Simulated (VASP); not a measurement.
Input of a VASP 6.6.1 run:

The input POSCAR:

```
CdTe
1.0
    0.0000000000      3.2799012430      3.2799012430
    3.2799012430      0.0000000000      3.2799012430
    3.2799012430      3.2799012430      0.0000000000
Cd Te
1 1
Direct
    0.0000000000      0.0000000000      0.0000000000
    0.2500000000      0.2500000000      0.2500000000
```

Contents of INCAR.step1:

```
ALGO     = Normal         # electronic algorithm
EDIFF    = 1E-5           # SCF threshold, eV
ENCUT    = 520            # plane-wave cutoff, eV
GGA      = PE             # functional
ISIF     = 2              # what is computed and relaxed
ISMEAR   = 0              # smearing method
LASPH    = T              # aspherical terms in the spheres
LCHARG   = F              # write CHGCAR
LREAL    = F              # projectors in reciprocal space
LWAVE    = T              # write WAVECAR
NBANDS   = 16             # bands
NELM     = 60             # most SCF steps
PREC     = Accurate       # precision mode
SIGMA    = 0.01           # smearing width, eV
```

File INCAR.step2:

```
AEXX     = 0.4            # exact-exchange fraction
ALGO     = Normal         # electronic algorithm
EDIFF    = 1E-6           # SCF threshold, eV
ENCUT    = 520            # plane-wave cutoff, eV
GGA      = PE             # functional
HFSCREEN = 0.2078         # screening, 1/A
ISIF     = 2              # what is computed and relaxed
ISMEAR   = 0              # smearing method
ISTART   = 1            
LASPH    = T              # aspherical terms in the spheres
LCHARG   = F              # write CHGCAR
LHFCALC  = T              # exact exchange
LREAL    = F              # projectors in reciprocal space
LWAVE    = F              # write WAVECAR
NBANDS   = 16             # bands
NELM     = 60             # most SCF steps
PREC     = Accurate       # precision mode
PRECFOCK = Normal       
SIGMA    = 0.01           # smearing width, eV
```

Contents of KPOINTS:

```
k-points
0
Gamma
  4 4 4
```

Potentials or basis: VASP PAW PBE potentials, release 64 (Cd, Te).

Run with:

```sh
$ cat potpaw_PBE.64/Cd/POTCAR potpaw_PBE.64/Te/POTCAR > POTCAR
$ cp INCAR.step1 INCAR
$ mpirun -np 1 vasp_std > vasp.out
$ cp INCAR.step2 INCAR
$ mpirun -np 1 vasp_std > vasp.out
```

Problem. Predict the band gap on the k mesh.

Solution. 1.96 eV.

Problem. Predict the pressure.

Solution. -0.4 GPa.

Caveat: the PAW data sets were made with another functional, which shifts forces and pressure a little; spin-orbit coupling is left out, which moves the levels of the heavy elements.

**Experimental background.**

From a printed reference work, data compilation, for a bulk crystal of CdTe at 0 K: band gap 1.607 eV.

Measured gap of CdTe: 1.607 eV (0 K; a printed reference work, data compilation). This calculation gives 1.96 eV (+0.35 eV). Spin-orbit coupling on Cd, Te is left out. The value is that of PBE-based screened hybrid with 40 % exact exchange, without temperature or zero-point motion.
